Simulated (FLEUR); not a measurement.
# Al (Fm-3m) in FLEUR: notebook

Runs on Al. Level: PBE. Tasks: band structure, equation of state.

All numbers are computed with FLEUR MaX-R8.1 (later development tree); they aren't measurements. Logs are shortened: lines on timing, memory, paths and dates and some standing lists are left out, and cuts for length are marked.

**Experimental background.**

From “The interpretation of polycrystalline coherent inelastic neutron scattering from aluminium”, 2013, pmc:3831299, for a bulk crystal of Al: bulk modulus 76.9 GPa.

The results are compared with them further down.

## 1. Starting point

Symmetry: Fm-3m, No. 225, cubic system. Conventional cell: a = 4.050 Å, b = 4.050 Å, c = 4.050 Å, α = 90.00°, β = 90.00°, γ = 90.00°. Around Al (site symmetry m-3m) lie 12 Al at 2.86 Å.

## 2. Band structure, PBE

Contents of inp.xml:

```xml
<?xml version="1.0" encoding="UTF-8" standalone="no"?>
<fleurInput fleurInputVersion="0.39">
   <comment>
      Al                                                                                                  
   </comment>
   <calculationSetup>
      <cutoffs Kmax="5.0" Gmax="25.0" GmaxXC="25.0" numbands="0"/>
      <scfLoop itmax="60" minDistance="0.00001" maxIterBroyd="15" imix="Anderson" alpha="0.05" precondParam="0.0" spinf="2.0" sdNocoIR="T"/>
      <coreElectrons ctail="T" frcor="F" kcrel="0" coretail_lmax="0"/>
      <xcFunctional name="pbe" relativisticCorrections="F"/>
      <magnetism jspins="1"/>
      <soc l_soc="F" theta="0.0" phi="0.0" spav="F"/>
      <expertModes spex="0" secvar="F"/>
      <geometryOptimization l_f="F" forcealpha="1.0" forcemix="BFGS" epsdisp="0.00001" epsforce="0.00001"/>
      <ldaU l_linMix="F" mixParam="0.05" spinf="1.0"/>
   </calculationSetup>
   <cell>
      <bzIntegration valenceElectrons="11.0" mode="hist" fermiSmearingEnergy="0.00183747">
         <kPointListSelection listName="default-1"/>
         <!-- k-points included here -->
         <xi:include xmlns:xi="http://www.w3.org/2001/XInclude" href="kpts.xml"> </xi:include>
      </bzIntegration>
      <!-- symmetry operations included here -->
      <xi:include xmlns:xi="http://www.w3.org/2001/XInclude" href="sym.xml"> </xi:include>
      <bulkLattice scale="1.0">
         <bravaisMatrix>
            <row-1>    0.0000000000000000     3.8263269057207032     3.8263269057207032</row-1>
            <row-2>    3.8263269057207032     0.0000000000000000     3.8263269057207032</row-2>
            <row-3>    3.8263269057207032     3.8263269057207032     0.0000000000000000</row-3>
         </bravaisMatrix>
      </bulkLattice>
   </cell>
   <atomSpecies>
      <species name="Aluminum (Al)" element="Al" atomicNumber="13">
         <mtSphere radius="2.51" gridPoints="829" logIncrement="0.014"/>
         <atomicCutoffs lmax="13" lnonsphr="8"/>
         <electronConfig flipSpins="F">
            <coreConfig>(1s1/2)</coreConfig>
            <valenceConfig>(2s1/2) (2p1/2) (2p3/2) (3s1/2) (3p1/2) (3p3/2)</valenceConfig>
            <stateOccupation state="(3p1/2)" spinUp="0.166667" spinDown="0.166667"/>
            <stateOccupation state="(3p3/2)" spinUp="0.333333" spinDown="0.333333"/>
         </electronConfig>
         <energyParameters s="3" p="3" d="3" f="4"/>
         <lo type="SCLO" l="0" n="2" eDeriv="0"/>
         <lo type="SCLO" l="1" n="2" eDeriv="0"/>
         <lo type="SCLO" l="2" n="3" eDeriv="2"/>
         <lo type="SCLO" l="3" n="4" eDeriv="2"/>
      </species>
   </atomSpecies>
   <atomGroups>
      <atomGroup species="Aluminum (Al)">
         <relPos label="                   1">.0000000000 .0000000000 .0000000000</relPos>
         <force calculate="T" relaxXYZ="TTT"/>
      </atomGroup>
   </atomGroups>
   <output dos="F" band="F" slice="F">
      <checks vchk="F" cdinf="F"/>
      <bandDOS minEnergy="-.5*Htr" maxEnergy="0.5*Htr" sigma="0.015" storeEVData="T"/>
      <vacuumDOS vacdos="F" integ="F" star="F" nstars="0" locx1="0.0" locy1="0.0" locx2="0.0" locy2="0.0" nstm="0" tworkf="0.0"/>
      <unfoldingBand unfoldBand="F" supercellX="1" supercellY="1" supercellZ="1"/>
      <plotting iplot="0" polar="F">
         <plot TwoD="T" vec1="  1.0  0.0  0.0" vec2="  0.0  1.0  0.0" vec3="  0.0  0.0  1.0" zero="  0.0  0.0  0.0" file="plot"/>
      </plotting>
      <chargeDensitySlicing numkpt="0" minEigenval="0.0" maxEigenval="0.0" nnne="0" pallst="F"/>
      <specialOutput eonly="F"/>
      <moessbauerParams electricFieldGradient="T" isomerShift="T" coreHyperfine="T" valenceHyperfine="T"/>
      <magneticCircularDichroism mcd="F" energyLo="-10.0" energyUp="0.0"/>
   </output>
  <!-- We include the file relax.xml here to enable relaxations (see documentation) -->
  <xi:include xmlns:xi="http://www.w3.org/2001/XInclude" href="relax.xml"> <xi:fallback/> </xi:include>
</fleurInput>
```

Contents of crystal.txt:

```
Al
&input cartesian=F /
0.0000000000  2.0248050000  2.0248050000
2.0248050000  0.0000000000  2.0248050000
2.0248050000  2.0248050000  0.0000000000
1.8897261246
1.0 1.0 1.0

1
13 0.0000000000  0.0000000000  0.0000000000

&kpt div1=11 div2=11 div3=11 gamma=T /
```

Contents of inp.xml (bands):

```
<?xml version="1.0" encoding="UTF-8" standalone="no"?>
<fleurInput fleurInputVersion="0.39">
   <comment>
      Al                                                                                                  
   </comment>
   <calculationSetup>
      <cutoffs Kmax="5.0" Gmax="25.0" GmaxXC="25.0" numbands="0"/>
      <scfLoop itmax="60" minDistance="0.00001" maxIterBroyd="15" imix="Anderson" alpha="0.05" precondParam="0.0" spinf="2.0" sdNocoIR="T"/>
      <coreElectrons ctail="T" frcor="F" kcrel="0" coretail_lmax="0"/>
      <xcFunctional name="pbe" relativisticCorrections="F"/>
      <magnetism jspins="1"/>
      <soc l_soc="F" theta="0.0" phi="0.0" spav="F"/>
      <expertModes spex="0" secvar="F"/>
      <geometryOptimization l_f="F" forcealpha="1.0" forcemix="BFGS" epsdisp="0.00001" epsforce="0.00001"/>
      <ldaU l_linMix="F" mixParam="0.05" spinf="1.0"/>
   </calculationSetup>
   <cell>
      <bzIntegration valenceElectrons="11.0" mode="hist" fermiSmearingEnergy="0.00183747">
         <kPointListSelection listName="path-1"/>
         <!-- k-points included here -->
         <xi:include xmlns:xi="http://www.w3.org/2001/XInclude" href="kpts.xml"> </xi:include>
      </bzIntegration>
      <!-- symmetry operations included here -->
      <xi:include xmlns:xi="http://www.w3.org/2001/XInclude" href="sym.xml"> </xi:include>
      <bulkLattice scale="1.0">
         <bravaisMatrix>
            <row-1>    0.0000000000000000     3.8263269057207032     3.8263269057207032</row-1>
            <row-2>    3.8263269057207032     0.0000000000000000     3.8263269057207032</row-2>
            <row-3>    3.8263269057207032     3.8263269057207032     0.0000000000000000</row-3>
         </bravaisMatrix>
      </bulkLattice>
   </cell>
   <atomSpecies>
      <species name="Aluminum (Al)" element="Al" atomicNumber="13">
         <mtSphere radius="2.51" gridPoints="829" logIncrement="0.014"/>
         <atomicCutoffs lmax="13" lnonsphr="8"/>
         <electronConfig flipSpins="F">
            <coreConfig>(1s1/2)</coreConfig>
            <valenceConfig>(2s1/2) (2p1/2) (2p3/2) (3s1/2) (3p1/2) (3p3/2)</valenceConfig>
            <stateOccupation state="(3p1/2)" spinUp="0.166667" spinDown="0.166667"/>
            <stateOccupation state="(3p3/2)" spinUp="0.333333" spinDown="0.333333"/>
         </electronConfig>
         <energyParameters s="3" p="3" d="3" f="4"/>
         <lo type="SCLO" l="0" n="2" eDeriv="0"/>
         <lo type="SCLO" l="1" n="2" eDeriv="0"/>
         <lo type="SCLO" l="2" n="3" eDeriv="2"/>
         <lo type="SCLO" l="3" n="4" eDeriv="2"/>
      </species>
   </atomSpecies>
   <atomGroups>
      <atomGroup species="Aluminum (Al)">
         <relPos label="                   1">.0000000000 .0000000000 .0000000000</relPos>
         <force calculate="T" relaxXYZ="TTT"/>
      </atomGroup>
   </atomGroups>
   <output dos="F" band="T" slice="F">
      <checks vchk="F" cdinf="F"/>
      <bandDOS minEnergy="-.5*Htr" maxEnergy="0.5*Htr" sigma="0.015" storeEVData="T"/>
      <vacuumDOS vacdos="F" integ="F" star="F" nstars="0" locx1="0.0" locy1="0.0" locx2="0.0" locy2="0.0" nstm="0" tworkf="0.0"/>
      <unfoldingBand unfoldBand="F" supercellX="1" supercellY="1" supercellZ="1"/>
      <plotting iplot="0" polar="F">
         <plot TwoD="T" vec1="  1.0  0.0  0.0" vec2="  0.0  1.0  0.0" vec3="  0.0  0.0  1.0" zero="  0.0  0.0  0.0" file="plot"/>
      </plotting>
      <chargeDensitySlicing numkpt="0" minEigenval="0.0" maxEigenval="0.0" nnne="0" pallst="F"/>
      <specialOutput eonly="F"/>
      <moessbauerParams electricFieldGradient="T" isomerShift="T" coreHyperfine="T" valenceHyperfine="T"/>
      <magneticCircularDichroism mcd="F" energyLo="-10.0" energyUp="0.0"/>
   </output>
  <!-- We include the file relax.xml here to enable relaxations (see documentation) -->
  <xi:include xmlns:xi="http://www.w3.org/2001/XInclude" href="relax.xml"> <xi:fallback/> </xi:include>
</fleurInput>
```

Potentials or basis: all-electron, FLAPW.

Run with:

```
$ inpgen -f crystal.txt -profile precise
$ # inp.xml edited to the form shown
$ fleur_MPI
$ fleur_MPI   # second run, on inp.xml (bands)
```

The program printed:

```text
Welcome to FLEUR        (www.flapw.de)
      MaX-Release 8.1          (www.max-centre.eu)

 ========== k-point set info ==========
 Selected k-point list: default-1
 k-point list type: mesh
 11 x 11 x 11
 Number of k points: 56

 ------------Calculation Setup---------------------------
 Number of MPI-tasks      :            1
 Number of PE/node        :            1
 Number of OMP-threads    :            1
 Most efficient MPI parallelization for:
           1           2           4           7           8          14          28          56
 Additional eigenvalue parallelization possible
 Number of basis functions:          287
 Approximate size of matrices (H+S) per k-point:         0.001 GB
 --------------------------------------------------------
 Iteration:     1   Distance:       3.82233155 me/bohr^3
 Iteration:     2   Distance:       3.61180859 me/bohr^3
 Iteration:     3   Distance:       1.08118258 me/bohr^3
 Iteration:     4   Distance:       0.19548004 me/bohr^3
 Iteration:     5   Distance:       0.09247395 me/bohr^3
 Iteration:     6   Distance:       0.00652521 me/bohr^3
 Iteration:     7   Distance:       0.00737211 me/bohr^3
 Iteration:     8   Distance:       0.00016452 me/bohr^3
 Iteration:     9   Distance:       0.00006705 me/bohr^3
 Iteration:    10   Distance:       0.00000396 me/bohr^3

 ********************************************************************
 Run finished successfully
 Stop message:
   all done
 ********************************************************************
```

output (bands):

```text
Welcome to FLEUR        (www.flapw.de)
      MaX-Release 8.1          (www.max-centre.eu)

 ========== k-point set info ==========
 Selected k-point list: path-1
 k-point list type: path
 Number of k points: 60

 ------------Calculation Setup---------------------------
 Number of MPI-tasks      :            1
 Number of PE/node        :            1
 Number of OMP-threads    :            1
 Most efficient MPI parallelization for:
           1           2           3           4           5           6          10          12          15          20          30          60
 Additional eigenvalue parallelization possible
 Number of basis functions:          287
 Approximate size of matrices (H+S) per k-point:         0.001 GB
 --------------------------------------------------------
 Fermi energy correction for metals:
 Fermi energy in bands.* files may not be consistent with last density.
 Please correct it manually (e.g. in band.gnu file).

 Note: Band structure data (together with different weights) is also stored in the banddos.hdf file.
       A convenient way of extracting and plotting the data from that file is by making use of the

 ********************************************************************
 Run finished successfully
 Stop message:
   Charge density postprocessing done.
 ********************************************************************
```

out.xml (last iteration):

```text
<iteration numberForCurrentRun="   10" overallNumber="   10">
         <energyParameters units="Htr">
            <atomicEP atomType="1" spin="1" branch="3s" branchLowest="-3.49" branchHighest="0.94" value="0.1035062260"/>
            <atomicEP atomType="1" spin="1" branch="3p" branchLowest="-2.07" branchHighest="1.35" value="0.2642447862"/>
            <atomicEP atomType="1" spin="1" branch="3d" branchLowest="-9.99" branchHighest="1.72" value="0.4455449184"/>
            <atomicEP atomType="1" spin="1" branch="4f" branchLowest="-9.99" branchHighest="3.27" value="0.6144969974"/>
            <loAtomicEP atomType="1" spin="1" branch="2s" branchLowest="-55.04" branchHighest="-3.49" value="-3.4920672868"/>
            <loAtomicEP atomType="1" spin="1" branch="2p" branchLowest="-9.99" branchHighest="-2.07" value="-2.0760009436"/>
            <loAtomicEP atomType="1" spin="1" branch="3d" branchLowest="-9.99" branchHighest="1.72" value="0.4455445235"/>
            <loAtomicEP atomType="1" spin="1" branch="4f" branchLowest="-9.99" branchHighest="3.27" value="0.6144993720"/>
         </energyParameters>
         <eigenvalues>
            <eigenvaluesAt spin="1" ikpt="1" k_x="0.00000000" k_y="0.00000000" k_z="0.00000000">
                      -3.4921638131       -2.0756151218       -2.0756151218       -2.0756151218       -0.0976880904
                       0.7719887428        0.7719887428        0.7719887428        0.8277602129
            </eigenvaluesAt>
            <eigenvaluesAt spin="1" ikpt="2" k_x="0.00000000" k_y="0.00000000" k_z="0.09090909">
                      -3.4921560959       -2.0756787493       -2.0756251085       -2.0756251085       -0.0894623100
                       0.6651533400        0.7486904979        0.7486904979        0.8521362277
            </eigenvaluesAt>
            <eigenvaluesAt spin="1" ikpt="3" k_x="0.00000000" k_y="0.00000000" k_z="0.18181818">
                      -3.4921354662       -2.0758492611       -2.0756519008       -2.0756519008       -0.0648690364
                       0.5312256855        0.7218740512        0.7218740512        0.8436835587
            </eigenvaluesAt>
            <eigenvaluesAt spin="1" ikpt="4" k_x="0.00000000" k_y="0.00000000" k_z="0.27272727">
                      -3.4921084952       -2.0760721956       -2.0756869729       -2.0756869729       -0.0241482750
                       0.4054020866        0.7068726500        0.7068726500        0.8358667773
            </eigenvaluesAt>
         </eigenvalues>
         <bandgap value="0.2404817241" units="eV"/>
         <sumValenceSingleParticleEnergies value="-18.9963009785" units="Htr"/>
         <FermiEnergy value="0.3103382154" units="Htr"/>
         <valenceDensity>
            <mtCharges spin="1">
               <mtCharge atomType="1" total="9.8300347" s="2.8184403" p="6.8275009" d="0.1715037" f="0.0116441"/>
            </mtCharges>
            <spinDependentCharge spin="1" total="11.0000000" interstitial="1.1699653" mtSpheres="9.8300347"/>
            <totalCharge value="11.0000000000"/>
         </valenceDensity>
         <coreStates atomType="     1" atomicNumber=" 13" spin="1" kinEnergy="    159.3067326803" eigValSum="   -110.0895161888" lostElectrons=" 0.000000">
            <state n="1" l="0" j="0.5" energy="-55.0447580944" weight="1.0000000000"/>
         </coreStates>
         <allElectronCharges>
            <spinDependentCharge spin="1" total="13.0000000" interstitial="1.1699653" mtSpheres="11.8300347"/>
            <totalCharge value="13.0000000001"/>
         </allElectronCharges>
         <moessbauerParams unitsHFF="kG" unitsIS="e/bohr^3" unitsEFG="Htr/bohr^2">
            <coreIsomerShift atomType="1" isTotal="1403.14051">
               <shell n="1" l="0" isomerShift="1403.14051"/>
            </coreIsomerShift>
            <isomerShift atomType="1" nucleusRadius="0.0000708" averageDensity="1502.28218"/>
            <electricFieldGradient atomType="1" VXX="0.00000" VYY="0.00000" VZZ="0.00000" asymParam="0.00000">
            </electricFieldGradient>
         </moessbauerParams>
         <totalEnergy                                    value="     -242.8223410149" units="Htr">
            <sumOfEigenvalues                            value="     -129.0858171672">
               <coreElectrons value="-110.0895161888"/>
               <valenceElectrons value="-18.9963009785"/>
            </sumOfEigenvalues>
            <densityCoulombPotentialIntegral value="-348.3139293142"/>
            <densityEffectivePotentialIntegral value="-372.3683436006"/>
            <chargeDenXCDenIntegral value="-18.6358449759"/>
            <FockExchangeEnergyValence value="0.0000000000"/>
            <FockExchangeEnergyCore value="0.0000000000"/>
            <atomTypeDependentContributions atomType="1">
               <electronNucleiInteractionDifferentMTs value="288.4878933438"/>
               <MadelungTerm value="-4.8241644715"/>
            </atomTypeDependentContributions>
            <tkbTimesEntropy value="0.0001473163"/>
            <freeEnergy value="-242.8224883311"/>
            <extrapolationTo0K value="-242.8224146730"/>
         </totalEnergy>
         <densityConvergence units="me/bohr^3">
            <chargeDensity spin="1" distance="0.0000039634"/>
         </densityConvergence>
      </iteration>
```

Run time: 22 s. Hardware: 1 thread of Arm Neoverse V1, shared host; peak memory 0.08 GiB.

What came out:

```yaml
Free_energy: -6607.5365 eV
Band_gap_along_the_path: none (metal or under the smearing width)
Valence_electrons_inside_the_program's_atomic_spheres: Al 9.83 (radii Al 2.51 bohr)
```

Levels at the corners of the path, in eV from the Fermi level:
| point | band 5 | band 6 | band 7 | band 8 | band 9 |
| --- | --- | --- | --- | --- | --- |
| Γ | -11.10 | 12.56 | 12.56 | 12.56 | 14.08 |
| X | -2.92 | -1.61 | 5.24 | 5.55 | 5.55 |
| W | -0.85 | -0.85 | 0.17 | 1.06 | 15.76 |
| K | -1.89 | -1.36 | -0.42 | 6.52 | 8.17 |
| Γ | -11.10 | 12.56 | 12.56 | 12.56 | 14.08 |
| L | -4.58 | -4.38 | 11.36 | 11.36 | 11.41 |
| U | -1.89 | -1.36 | -0.42 | 6.52 | 8.17 |
| W | -0.85 | -0.85 | 0.17 | 1.06 | 15.76 |
| L | -4.58 | -4.38 | 11.36 | 11.36 | 11.41 |
| K | -1.89 | -1.36 | -0.42 | 6.52 | 8.17 |
| U | -1.89 | -1.36 | -0.42 | 6.52 | 8.17 |
| X | -2.92 | -1.61 | 5.24 | 5.55 | 5.55 |

Core levels (eV from the Fermi level):
| atom | levels |
| --- | --- |
| 1 Al | 1s1/2 -1506.3 |

## 3. Equation of state, PBE, 15.61 Å³/atom (volume scaled by 0.94)

Edit inp.xml of step 2 so:

```diff
@@ -24,3 +24,3 @@
       <xi:include xmlns:xi="http://www.w3.org/2001/XInclude" href="sym.xml"> </xi:include>
-      <bulkLattice scale="1.0">
+      <bulkLattice scale="0.9795861087">
          <bravaisMatrix>
@@ -34,3 +34,3 @@
       <species name="Aluminum (Al)" element="Al" atomicNumber="13">
-         <mtSphere radius="2.51" gridPoints="829" logIncrement="0.014"/>
+         <mtSphere radius="2.45" gridPoints="829" logIncrement="0.014"/>
          <atomicCutoffs lmax="13" lnonsphr="8"/>
```

Potentials or basis: all-electron, FLAPW.

Run with:

```
$ inpgen -f crystal.txt -profile precise
$ # inp.xml edited to the form shown
$ fleur_MPI
```

Wall time 19 s (1 thread of Arm Neoverse V1, shared host); peak memory 0.08 GiB.

The run converged. Its results:

```yaml
Free_energy: -6607.5232 eV
Band_gap_on_the_k_mesh: none (metal or under the smearing width)
Valence_electrons_inside_the_program's_atomic_spheres: Al 9.78 (radii Al 2.45 bohr)
```

## 4. Equation of state, PBE, 15.94 Å³/atom (volume scaled by 0.96)

Edit inp.xml of step 3 so:

```diff
@@ -24,3 +24,3 @@
       <xi:include xmlns:xi="http://www.w3.org/2001/XInclude" href="sym.xml"> </xi:include>
-      <bulkLattice scale="0.9795861087">
+      <bulkLattice scale="0.9864848297">
          <bravaisMatrix>
```

Run with:

```
$ inpgen -f crystal.txt -profile precise
$ # inp.xml edited to the form shown
$ fleur_MPI
```

Run time: 19 s. Hardware: 1 thread of Arm Neoverse V1, shared host; peak memory 0.08 GiB.

It converged, with:

| Item | Value |
| --- | --- |
| Free energy | -6607.5315 eV |
| Band gap on the k mesh | none (metal or under the smearing width) |
| Valence electrons inside the program's atomic spheres | Al 9.75 (radii Al 2.45 bohr) |

(Continued in part 2 of 2.)
